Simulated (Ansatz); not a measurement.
Program: Ansatz. Geometries: PBE0-D4/def2-TZVP. ΔE: electronic, gas phase. CBS: MP2 limit from def2 TZ/QZ plus the TZ coupled-cluster correction, frozen cores. This one scheme is used for every species. Functionals use def2-TZVPP. B3LYP here is the variant with VWN-RPA as its local correlation; programs differ in this. No spin–orbit coupling; open shells (•) take unrestricted orbitals. One conformer a species, not always the lowest.

Reaction (hydrogen abstraction from the Si–H bond): `C[SiH2][SiH2]C` + `F[C](F)F`• → `C[SiH][SiH2]C`• + `FC(F)F`

| level | ΔE (kJ/mol) | difference from CCSD(T)/CBS |
| --- | --- | --- |
| PBE-D4 | -79.2 | 3.5 |
| B2PLYP | -77.0 | 5.7 |
| B3LYP | -74.6 | 8.1 |
| HF/def2-TZVPP | -61.7 | 21.0 |
| MP2/def2-TZVPP | -86.6 | -3.9 |
| SCS-MP2/def2-TZVPP | -84.2 | -1.5 |
| CCSD(T)/def2-TZVPP | -82.6 | 0.1 |
| MP2/def2-QZVPP | -86.4 | -3.7 |
| HF/CBS(def2) | -60.8 | 21.9 |
| MP2/CBS(def2) | -86.8 | -4.1 |
| CCSD(T)/CBS | -82.7 | 0 |

Largest T1 diagnostic among the species: 0.014.

In def2-TZVPP, CCSD(T) changes the Hartree–Fock value by −20.9 kJ/mol (the triples alone add −0.9 kJ/mol) and MP2 by −24.9 kJ/mol.

CCSD(T)/CBS has its own doubt, a few kJ/mol and more with outer-core shells, so smaller differences from it don't rank the levels.
